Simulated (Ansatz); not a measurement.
Structure: MoTe2, 3R-MoS2 type, at its r2SCAN+rVV10 minimum. It is trigonal, R3m (No. 160); conventional cell a = 3.547 Å, c = 21.312 Å, 25.80 Å³ an atom. Mo is surrounded by 6 Te at 2.72 Å; Te is surrounded by 3 Mo at 2.72 Å.

```cif
data_structure
_symmetry_space_group_name_H-M 'P 1'
_symmetry_Int_Tables_number 1
_cell_length_a 7.3934
_cell_length_b 7.3934
_cell_length_c 7.3934
_cell_angle_alpha 27.757
_cell_angle_beta 27.757
_cell_angle_gamma 27.757
_cell_volume 77.40
loop_
_atom_site_label
_atom_site_type_symbol
_atom_site_fract_x
_atom_site_fract_y
_atom_site_fract_z
_atom_site_occupancy
Mo1 Mo 0.99996 0.99996 0.99996 1
Te1 Te 0.41742 0.41742 0.41742 1
Te2 Te 0.24928 0.24928 0.24928 1
```

The questions ask for values computed with the plane-wave code Ansatz on this geometry. The calculation is non-magnetic, and the structure need not be a phase that has been made.

(1) What gap does r2SCAN give, and where are the band edges?

(2) Estimate the gap with LDA on 8×8×8.

(3) What does PBE give for the gap (8×8×8 mesh)?

(4) Estimate the gap with PBE+SOC on 8×8×8.

(5) What does G0W0@PBE with 231 empty bands, a screening cutoff of 120 eV and a 4×4×4 mesh give?

(6) Roughly how does the cost of the LDA run (8×8×8) compare with r2SCAN's (8×8×8)?

## Answers

(1) The r2SCAN gap is indirect, 0.92 eV (T to Γ–S₀ (0.59 of the way from Γ)), below the direct gap of 1.15 eV at H₀–L (0.10 of the way from H₀).

(2) With LDA the valence top lies at T and the conduction bottom at Γ–S₀ (0.59 of the way from Γ), 0.78 eV higher; the smallest vertical gap, at H₀–L (0.10 of the way from H₀), is 1.07 eV. The gap differs by -0.14 eV from r2SCAN's.

(3) With PBE the valence top lies at T and the conduction bottom at Γ–S₀ (0.60 of the way from Γ), 0.81 eV higher; the smallest vertical gap, at H₀–L (0.10 of the way from H₀), is 1.07 eV. The gap differs by -0.11 eV from r2SCAN's.

(4) PBE+SOC gives an indirect gap of 0.79 eV, from T to Γ–S₀ (0.59 of the way from Γ); the least direct gap is 0.94 eV at H₀–L (0.10 of the way from H₀). Spin-orbit coupling itself accounts for -0.02 eV. The gap differs by -0.13 eV from r2SCAN's.

(5) 1.08 eV (the shift on the mesh added to PBE's least gap). Over the mesh points the PBE gap of 0.98 eV becomes a quasiparticle gap of 1.25 eV (T to Γ–S₀ (0.73 of the way from Γ)), a change of +0.27 eV. Renormalisation factors Z lie between 0.69 and 0.76. G0W0 here is at a finite number of bands, screening cutoff and k mesh, not at the basis limit.

(6) About 0.5 times as much (30 core-seconds against 60 core-seconds, on 2 threads of Intel(R) Xeon(R) Processor @ 2.50GHz (Skylake/Cascade Lake) (shared host)).

Only the levels marked +SOC include spin-orbit coupling.

Where an edge lies off the special points, it is a point of the mesh or the k point where a search put PBE's edge or least direct gap, reused for the other functionals, whose own edges may lie a little apart; PBE's own value is read along its path and can be a few hundredths of an eV high.

PBE's least gap lies off this mesh and is smaller, so the gaps on the mesh aren't the band edges.
